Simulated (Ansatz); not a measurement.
## Ag: field gradients against cell size

Reference cell: an entry of the Crystallography Open Database (COD), whose atoms a relaxation with PBE at fixed cell left in place.

```
CELL_PARAMETERS angstrom
2.93000 0.00000 0.00000
-1.46500 2.53745 0.00000
0.00000 0.00000 4.79000
ATOMIC_POSITIONS crystal
Ag 0.33333 0.66667 0.25000
Ag 0.66667 0.33333 0.75000
```

Sites (sets of like atoms) are named by element and the number of their first atom in this list.

The numbers come from a DFT calculation in Ansatz (PBE, plane waves and PAW, scalar-relativistic, 420 eV cutoff, Γ-centred 18×18×10 k-points, Fermi–Dirac smearing 0.05 eV).

The cell is scaled uniformly, and the ions relax again at each size.

**Question.** How do the gradients (10²¹ V/m²) respond?

**Answer.** 

```
V/V₀   Ag V_zz (η)
0.94   0.14 (0.00)
0.96   0.11 (0.00)
0.98  0.098 (0.00)
1.00  0.094 (0.00)
1.02  0.098 (0.00)
1.04   0.10 (0.00)
1.06  0.096 (0.00)
```

With no gap above 0.1 eV, as in a metal, the gradients converge slowly in k; expect changes of a tenth or more on a denser mesh. Without spin–orbit coupling (the program notes it for Ag) the gradients can shift somewhat, as the gap is small.
